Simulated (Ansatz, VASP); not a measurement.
Given: the input of a run of Ansatz 0.2.0 on TaN.

Contents of input.yaml:

```yaml
crystal:
  lattice:
    - [2.7858959555, 0.0, 0.0]
    - [0.0, 2.7858959555, 0.0]
    - [0.0, 0.0, 2.7858959555]
  atoms:
    - { symbol: Ta, position: [0.0, 0.0, 0.0] }
    - { symbol: "N", position: [0.5, 0.5, 0.5] }
hamiltonian:
  xc: pbe
  pseudopotentials: { kind: paw }
kpoints:
  mp_grid: { grid: [10, 10, 10] }
scf:
  occupations: { method: fermi_dirac, width: 0.05 }
output:
  forces: true
  stress: true
  eigenvalues: true
```

Potentials or basis: Ansatz PAW.

Command:

```console
$ ansatz run input.yaml --threads 1 --pin off --max-ram 3584MiB --backend cpu --events-out ev --progress --plain --runs-dir out
```

Task: Translate it to VASP 6.6.1. Potentials there: VASP PAW PBE potentials, release 64 (Ta_pv, N).

Result: As run (the cutoff follows the program's own potentials):

File INCAR:

```
SYSTEM = TaN
  ALGO = Normal
  EDIFF = 1E-7
  ENCUT = 520
  GGA = PE
  ISIF = 2
  ISMEAR = -1
  LASPH = .TRUE.
  LCHARG = .TRUE.
  LELF = .TRUE.
  LREAL = .FALSE.
  LVHAR = .TRUE.
  LWAVE = .FALSE.
  NBANDS = 15
  NELM = 60
  PREC = Accurate
  SIGMA = 0.05
```

File KPOINTS:

```
k-points
0
G
  10 10 10
  0 0 0
```

Contents of POSCAR:

```
TaN
1.0
    2.7858959555      0.0000000000      0.0000000000
    0.0000000000      2.7858959555      0.0000000000
    0.0000000000      0.0000000000      2.7858959555
Ta N
1 1
Direct
    0.0000000000      0.0000000000      0.0000000000
    0.5000000000      0.5000000000      0.5000000000
```

Potentials or basis: VASP PAW PBE potentials, release 64 (Ta_pv, N).

Run with:

```sh
$ cat potpaw_PBE.64/Ta_pv/POTCAR potpaw_PBE.64/N/POTCAR > POTCAR
$ mpirun -np 1 vasp_std > vasp.out
```

Both were run:

|  | VASP | Ansatz | Ansatz less VASP |
| --- | --- | --- | --- |
| gap on the k mesh at the Fermi level (eV) | none | none | - |
| pressure (GPa) | -11.0 | -11.5 | -0.54 |

A gap of «none» marks a metal or a gap that the smearing closes. The two sets of potentials don't hold the same shells in valence.

Caveats: the pressure holds a Pulay correction of +0.4 GPa for the finite cutoff (Ansatz). The runs have no spin-orbit coupling, so splittings on Ta are missing.
